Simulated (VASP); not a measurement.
# Tb (Im-3m) in VASP: a series of runs, part 2 of 2

VASP 6.6.1.

## (4) Single point, PBE, collinear spin, typed start

This run uses another cell than the first one, of 32.48 Å³/atom, 1.064 times its volume.

Contents of INCAR:

```
SYSTEM = Tb
ALGO = Normal ; EDIFF = 1E-6
ENCUT = 520 ; GGA = PE
ISIF = 2 ; ISMEAR = -1
ISPIN = 2 ; LASPH = .TRUE.
LCHARG = .TRUE. ; LELF = .TRUE.
LMAXMIX = 6 ; LORBIT = 11
LREAL = .FALSE. ; LVHAR = .TRUE.
LWAVE = .FALSE. ; MAGMOM = 6
NBANDS = 20 ; NELM = 150
PREC = Accurate ; SIGMA = 0.05
```

Contents of KPOINTS:

```
k-points
0
G
  9 9 9
  0 0 0
```

Contents of POSCAR:

```
Tb
1.0
   -2.0100000000      2.0100000000      2.0100000000
    2.0100000000     -2.0100000000      2.0100000000
    2.0100000000      2.0100000000     -2.0100000000
Tb
1
Direct
    0.0000000000      0.0000000000      0.0000000000
```

Potentials or basis: VASP PAW PBE potentials, release 64 (Tb).

Started as:

```bash
$ cat potpaw_PBE.64/Tb/POTCAR > POTCAR
$ mpirun -np 1 vasp_std > vasp.out
```

OUTCAR:

```text
SYSTEM = Tb
   EDIFF = 1E-6
   ENCUT = 520
   GGA = PE
   ISIF = 2
   ISMEAR = -1
   ISPIN = 2
   LASPH = .TRUE.
   LORBIT = 11
   LREAL = .FALSE.
   NELM = 150
   PREC = Accurate

 ion  position               nearest neighbor table
   1  0.000  0.000  0.000-

  LATTYP: Found a body centered cubic cell.
 ALAT       =     4.0200000000

  Lattice vectors:

 A1 = (  -2.0100000000,   2.0100000000,   2.0100000000)
 A2 = (   2.0100000000,  -2.0100000000,   2.0100000000)
 A3 = (   2.0100000000,   2.0100000000,  -2.0100000000)

Analysis of symmetry for initial positions (statically):
[... 1311 lines left out ...]
  Total        0.0666584      0.0666584      0.0666584      0.0000000      0.0000000      0.0000000
  in kB        3.2878893      3.2878893      3.2878893      0.0000000      0.0000000      0.0000000
  external PRESSURE =       3.2878893 kB  Pullay stress =       0.0000000 kB

 VOLUME and BASIS-vectors are now :
 -----------------------------------------------------------------------------
  energy-cutoff  :      520.00
  volume of cell :       32.48
      direct lattice vectors                 reciprocal lattice vectors
    -2.010000000  2.010000000  2.010000000     0.000000000  0.248756219  0.248756219
     2.010000000 -2.010000000  2.010000000     0.248756219  0.000000000  0.248756219
     2.010000000  2.010000000 -2.010000000     0.248756219  0.248756219  0.000000000

 POSITION                                       TOTAL-FORCE (eV/Angst)
 -----------------------------------------------------------------------------------
      0.00000      0.00000      0.00000         0.000000     -0.000000      0.000000
 -----------------------------------------------------------------------------------
    total drift:                               -0.000000     -0.000000     -0.000000

  FREE ENERGIE OF THE ION-ELECTRON SYSTEM (eV)
  ---------------------------------------------------
  free  energy   TOTEN  =        -9.4677729604 eV

  energy  without entropy=       -9.3933312218  energy(sigma->0) =       -9.43055209

 total charge

# of ion       s       p       d       f       tot
--------------------------------------------------
    1        2.085   5.602   0.485   8.149  16.320

 magnetization (x)

# of ion       s       p       d       f       tot
--------------------------------------------------
    1        0.000  -0.047   0.078   5.644   5.675
```

stdout:

```text
POSCAR found type information on POSCAR Tb
 POSCAR found :  1 types and       1 ions
 scaLAPACK will be used
 LDA part: xc-table for (Slater+PW92), standard interpolation
 POSCAR, INCAR and KPOINTS ok, starting setup
 FFT: planning ... GRIDC
 FFT: planning ... GRID_SOFT
 FFT: planning ... GRID
 WAVECAR not read
 entering main loop
```

It took 2.6 min on 1 thread of Intel Xeon Platinum 8259CL at 2.50GHz (Skylake/Cascade Lake), shared host; peak memory 0.2 GiB.

What came out:

- Free energy: -9.4678 eV
- Pressure: 0.3 GPa
- Band gap on the k mesh: none (metal or under the smearing width)
- Net moment: 5.88 μB per cell
- Site moments: Tb +5.67 μB
- Valence electrons inside the program's atomic spheres: Tb 16.32

Levels at points of the mesh, in eV from the Fermi level:
Spin up:
| k point | band 8 | band 9 | band 10 | band 11 | band 12 | band 13 | band 14 | band 15 | band 16 | band 17 |
| --- | --- | --- | --- | --- | --- | --- | --- | --- | --- | --- |
| (0.00, 0.00, 0.00) | -4.07 | -3.99 | -3.83 | -3.83 | -3.83 | 1.73 | 1.73 | 1.73 | 3.87 | 3.87 |
Spin down:
| k point | band 2 | band 3 | band 4 | band 5 | band 6 | band 7 | band 8 | band 9 | band 10 | band 11 |
| --- | --- | --- | --- | --- | --- | --- | --- | --- | --- | --- |
| (0.00, 0.00, 0.00) | -20.55 | -20.55 | -20.55 | -4.65 | -0.10 | -0.10 | -0.10 | 0.69 | 0.69 | 0.69 |

Caveat: the magnetic or orbital state may not be the lowest; spin-orbit coupling is left out, which moves the levels of the heavy elements. The state reached can hang on the start; a lower one may exist.

## (5) The runs side by side

```tsv
level	potentials or basis	cell	smearing	gap on the mesh (eV)	pressure (GPa)	moment (μB)
revPBE+D3(BJ)	VASP PAW PBE potentials, release 64 (Tb_3), 4f in core	Im-3m, 30.53 Å³/atom	tetrahedron	none	0.4	0.38
PBE	VASP PAW PBE potentials, release 64 (Tb)	volume scaled by 1.06	fermi-dirac 0.05 eV	none	-1.0	5.87
PBE	VASP PAW PBE potentials, release 64 (Tb)	Im-3m, 32.48 Å³/atom	fermi-dirac 0.05 eV	none	0.3	5.88
```

Alike in all rows: task single point; spin collinear, typed start; k mesh 9 × 9 × 9; cutoff (eV) 520.

Caveats: the magnetic or orbital state may not be the lowest; spin-orbit coupling is left out, which moves the levels of the heavy elements; the PAW data sets were made with another functional, which shifts forces and pressure a little (some runs); the 4f electrons are frozen in the core as for a trivalent ion, so they carry no moment and show no levels (some runs); pairwise dispersion overbinds metals, which lowers pressure and volume (some runs).

Total energies depend on the potentials used, so only differences within one code and one set of settings carry meaning.
